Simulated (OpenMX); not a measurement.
# TaN: band structure with PBE

Crystal: TaN.

```xyz
2
Lattice="0.0000 2.2404 2.2404 2.2404 0.0000 2.2404 2.2404 2.2404 0.0000" Properties=species:S:1:pos:R:3 pbc="T T T"
Ta    2.2404    2.2404    2.2404
N     0.0000    0.0000    0.0000
```

The cell comes from a database or a generator and needn't be the stable form of this composition.

```json
{
 "Program": "OpenMX 3.8.5",
 "Task": "band structure",
 "Functional": "PBE",
 "Potentials or basis": "OpenMX 2013 PBE set, Ta7.0-s3p2d2f1, N6.0-s2p2d1, grid cutoff 400 Ry",
 "k mesh": "7 × 7 × 7",
 "Occupations": "fermi-dirac, width 0.05 eV",
 "Spin": "no spin polarisation",
 "Mixing scheme": "rmm-diisk",
 "SCF threshold": "1e-08 Ha",
 "Solver": "band",
 "Max SCF cycles": "100"
}
```

```
Pressure                : -16.6 GPa
Band gap along the path : none (metal or under the smearing width)
Mulliken charges        : Ta +0.55; N -0.55 e
```

Levels at the corners of the path, in eV from the Fermi level:
```tsv
point	band 6	band 7	band 8	band 9	band 10	band 11	band 12	band 13
Γ	-3.79	-3.79	-3.79	-1.91	-1.88	-1.88	0.09	0.09
X	-6.60	-5.05	-4.60	-4.60	1.98	3.29	3.31	4.39
W	-7.11	-6.60	-6.60	-0.20	-0.19	3.30	3.70	4.19
K	-7.39	-6.68	-5.93	-2.09	2.30	2.39	4.19	4.64
Γ	-3.79	-3.79	-3.79	-1.91	-1.88	-1.88	0.09	0.09
L	-9.86	-7.14	-7.14	1.83	1.83	1.95	3.39	7.11
U	-7.39	-6.68	-5.93	-2.09	2.30	2.39	4.19	4.64
W	-7.11	-6.60	-6.60	-0.20	-0.19	3.30	3.70	4.19
L	-9.86	-7.14	-7.14	1.83	1.83	1.95	3.39	7.11
K|U	-7.39	-6.68	-5.93	-2.09	2.30	2.39	4.19	4.64
X	-6.60	-5.05	-4.60	-4.60	1.98	3.29	3.31	4.39
```

It took 9.3 min on 1 thread of Intel(R) Xeon(R) Platinum 8259CL CPU @ 2.50GHz (Skylake/Cascade Lake) (shared host), peak memory 0.75 GiB.

Caveat: Mulliken charges move with the basis; spin-orbit coupling is left out, which moves the levels of the heavy elements; the basis of atomic orbitals isn't converged, which shifts pressures, moduli and gaps.
